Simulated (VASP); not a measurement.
Here is a VASP 6.6.1 calculation.

Contents of POSCAR:

```
MgO
1.0
    2.8660000000      0.0000000000      0.0000000000
    0.0000000000      2.8660000000      0.0000000000
    0.0000000000      0.0000000000      4.3062199660
Mg O
2 2
Direct
    0.0000000000      0.0000000000      0.0000000000
    0.5000000000      0.5000000000      0.5000000000
    0.5000000000      0.5000000000      0.0000000000
    0.0000000000      0.0000000000      0.5000000000
```

Contents of INCAR.step1:

```
SYSTEM = MgO
ALGO     = Normal         ! electronic algorithm
EDIFF    = 1E-4           ! SCF threshold, eV
ENCUT    = 520            ! plane-wave cutoff, eV
GGA      = PE             ! functional
ISMEAR   = 0              ! smearing method
LASPH    = .True.         ! aspherical terms in the spheres
LCHARG   = .False.        ! write CHGCAR
LREAL    = .False.        ! projectors in reciprocal space
LWAVE    = .True.         ! write WAVECAR
NBANDS   = 16             ! bands
NELM     = 100            ! most SCF steps
PREC     = Accurate       ! precision mode
SIGMA    = 0.01           ! smearing width, eV
```

The input INCAR.step2:

```
SYSTEM = MgO
ALGO     = Normal         ! electronic algorithm
EDIFF    = 1E-7           ! SCF threshold, eV
ENCUT    = 520            ! plane-wave cutoff, eV
ISIF     = 2              ! what is computed and relaxed
ISMEAR   = 0              ! smearing method
ISTART   = 1            
LASPH    = .True.         ! aspherical terms in the spheres
LCHARG   = .False.        ! write CHGCAR
LMIXTAU  = .True.       
LREAL    = .False.        ! projectors in reciprocal space
LWAVE    = .False.        ! write WAVECAR
METAGGA  = R2SCAN         ! meta-GGA
NBANDS   = 16             ! bands
NELM     = 100            ! most SCF steps
PREC     = Accurate       ! precision mode
SIGMA    = 0.01           ! smearing width, eV
```

KPOINTS

```
k-points
0
Gamma
  8 8 6
  0 0 0
```

Potentials or basis: VASP PAW PBE potentials, release 64 (Mg, O).

Run with:

```bash
$ cat potpaw_PBE.64/Mg/POTCAR potpaw_PBE.64/O/POTCAR > POTCAR
$ cp INCAR.step1 INCAR
$ mpirun -np 1 vasp_std > vasp.out
$ cp INCAR.step2 INCAR
$ mpirun -np 1 vasp_std > vasp.out
```

(1) What does it give for the pressure?

(2) Estimate the band gap on the k mesh.

## Answers

(1) 9.4 GPa.

(2) 6.08 eV.

Caveat: the PAW data sets were made with another functional, which shifts forces and pressure a little.
